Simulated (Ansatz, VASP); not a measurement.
# Sb: VASP beside Ansatz

INCAR

```
PREC = Accurate ; ENCUT = 520
EDIFF = 1E-7 ; ISMEAR = -1
SIGMA = 0.1 ; LREAL = False
LASPH = True ; NELM = 100
ALGO = Normal ; ISIF = 2
LWAVE = False ; LCHARG = False
GGA = PE ; NBANDS = 8
```

The input KPOINTS:

```
Automatic mesh
0
Gamma
  13 13 13
```

The input POSCAR:

```
Sb
1.0
   -1.8171593292      1.8171593292      1.8171593292
    1.8171593292     -1.8171593292      1.8171593292
    1.8171593292      1.8171593292     -1.8171593292
Sb
1
Direct
    0.0000000000      0.0000000000      0.0000000000
```

Input for Ansatz:

```yaml
crystal:
  lattice:
    - [-1.8171593292, 1.8171593292, 1.8171593292]
    - [1.8171593292, -1.8171593292, 1.8171593292]
    - [1.8171593292, 1.8171593292, -1.8171593292]
  atoms:
    - { symbol: Sb, position: [0.0, 0.0, 0.0] }
hamiltonian:
  xc: pbe
  pseudopotentials:
    kind: paw
    azcp:
      Sb: "pseudopotentials/Sb.paw.azcp"
basis:
  ecutwfc: 420
  fft_grid_basis: typed
kpoints:
  mp_grid: { grid: [13, 13, 13], shift: [0, 0, 0] }
magnetization:
  spin_polarized: false
scf:
  occupations: { method: fermi_dirac, width: 0.1 }
  lower_state_search: "off"
output:
  stress: true
```

Alike in both runs: task single point; functional PBE; k mesh 13 × 13 × 13; occupations fermi-dirac, width 0.1 eV; no spin polarisation.

|  | VASP | Ansatz |
| --- | --- | --- |
| version | VASP 6.6.1 | Ansatz 0.2.0 |
| potentials or method | VASP PAW PBE potentials, release 64 (Sb) | plane waves (420 eV) with PAW, scalar-relativistic |
| plane-wave cutoff (eV) | 520 | 420 |
| valence electrons in the cell | 5 | 15 |

|  | VASP | Ansatz | Ansatz less VASP |
| --- | --- | --- | --- |
| pressure (GPa) | 9.7 | 9.8 | +0.11 |

With one functional, cell and mesh, what is left measures potentials, basis and numerics. The two sets of potentials don't hold the same shells in valence.

Spin-orbit coupling is left out, which matters for the levels of Sb.
